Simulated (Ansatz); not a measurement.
The parent structure is RuO$_{2}$ in the rutile structure (space group P4_2/mnm, No. 136; a = 4.480 Å, c = 3.107 Å). Axes: x, y, z lie along a, b, c of the conventional cell.

Level of theory: r2SCAN (Ansatz, a quantum-chemistry and plane-wave program; PAW; 500 eV plane waves; spin-orbit coupling left out).

Strains are applied to the cell and any free atomic positions relax; under biaxial strain the out-of-plane vector relaxes too.

One change was made to it. Results:

```csv
quantity,base,after
shortest interatomic distance,1.934 Å,1.928 Å
"pressure (mean of the normal stresses, compression positive)",0.0 GPa,0.1 GPa
```

Task: Which change produced these results?
A. biaxial strain −2.72 %, plane normal [001], relaxed out of plane
B. isotropic strain −1.17 %
C. strain tensor (xx, yy, zz, yz, xz, xy) = (+1.32, +0.52, −1.46, +1.24, +0.04, −0.88) %

Result: C, strain tensor (xx, yy, zz, yz, xz, xy) = (+1.32, +0.52, −1.46, +1.24, +0.04, −0.88) %. For comparison, the pressure in the other runs: biaxial strain −2.72 %, plane normal [001], relaxed out of plane gives 9.1 GPa; isotropic strain −1.17 % gives 11.1 GPa.

Without a gap, meshes like the base's 11×11×15 leave anisotropic stresses uncertain by several tenths of a GPa, and small strain energies with them. Stability against distortions was not tested. Starting moments died away, wholly or in part, for the base; another magnetic solution may exist. No Hubbard U is applied, and correlation can decide whether such a compound is a metal. The final runs are not spin-polarised.
